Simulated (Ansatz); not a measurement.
An input for Ansatz 0.2.0 (Cu):

Contents of input.yaml:

```yaml
crystal:
  lattice:
    - [0.035646, 1.784763, 1.785715]
    - [1.818108, -0.013, 1.834361]
    - [1.812061, 1.827363, -0.006953]
  atoms:
    - { symbol: Cu, position_ang: [-0.0199949246, 0.0015182154, 0.0209432824], spin: 0.53 }
  symmetry: { detect: false }
kpoints:
  mp_grid: { grid: [6, 6, 6] }
scf:
  occupations: { method: fermi_dirac, width: 0.05 }
  convergence: { dr2_threshold: 1.0e-08 }
hamiltonian:
  xc: revpbe0
  dispersion: d3
  pseudopotentials: { kind: all_electron, datasets: crystal }
magnetization:
  spin_polarized: true
output:
  forces: true
  stress: true
  eigenvalues: true
```

Potentials or basis: all-electron PAW datasets made for the crystal.

The run is started by

```bash
$ ansatz run input.yaml --threads 1 --pin off --max-ram 2560MiB --backend cpu --events-out ev --progress --plain --runs-dir out
```

Does this run start?

The run stopped without a result. It printed:

Output:

```text
Error: YAML parse error: error: line 16 column 15: hamiltonian.dispersion: `d3` is not `none`, `rvv10`, `d3bj`, `d3bjatm`, `d4` or a map `{method: …, s8: …, a1: …, a2_bohr: …}` (numbers without units, a2 in bohr) or `{method: …, functional: …}`
  --> <input>:16:15
   |
14 | hamiltonian:
15 |   xc: revpbe0
16 |   dispersion: d3
   |               ^ hamiltonian.dispersion: `d3` is not `none`, `rvv10`, `d3bj`, `d3bjatm`, `d4` or a map `{method: …, s8: …, a1: …, a2_bohr: …}` (numbers without units, a2 in bohr) or `{method: …, functional: …}`
17 |   pseudopotentials: { kind: all_electron, datasets: crystal }
18 | magnetization:
   |
```
